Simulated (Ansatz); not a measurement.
MoS2:

```
CELL_PARAMETERS angstrom
1.58000 0.91221 6.15000
-1.58000 0.91221 6.15000
0.00000 -1.82443 6.15000
ATOMIC_POSITIONS crystal
Mo 0.00000 0.00000 0.00000
S 0.41700 0.41700 0.41700
S 0.25000 0.25000 0.25000
```

Measurements of this composition are mostly on another form, of space group No. 194.

* Program: Ansatz 0.2.0
* Task: relaxation of cell and atoms
* Functional: r2SCAN
* Potentials or basis: Ansatz PAW
* Cutoff: 500 eV (not typed: the program's choice for these potentials)
* k mesh: 10 × 10 × 10
* Occupations: fermi-dirac, width 0.05 eV
* Spin: no spin polarisation

At the start: volume 17.73 Å³/atom.

Q: Where does the relaxation end?

A: It ends after 7 steps and the volume is 19.02 Å³/atom (+7.3 %); space group R3m (No. 160, to 0.05 Å).

The path:
```
step  energy change (eV)  largest force (eV/Å)  volume (Å³)
   1              0.0000                0.3627        53.18
   2             -0.0142                0.2300        57.43
   3             -0.0265                0.0434        56.55
   4             -0.0271                0.0018        56.70
   5             -0.0272                0.0061        56.92
   6             -0.0272                0.0026        57.07
   7             -0.0281                0.0026        57.07
```

Final structure:
```
Mo S
1.0
     1.59251    0.91943    6.49570
    -1.59251    0.91943    6.49570
     0.00000   -1.83887    6.49570
Mo S
1 2
Direct
  0.00011 0.00011 0.00011
  0.41311 0.41311 0.41311
  0.25379 0.25379 0.25379
```

Caveat: the plane-wave basis is chosen anew once the cell has moved, so the energies of steps on either side of that aren't comparable; the PAW data sets come from PBE, with cores solved anew for the run's functional, which leaves a small shift of forces and pressure.
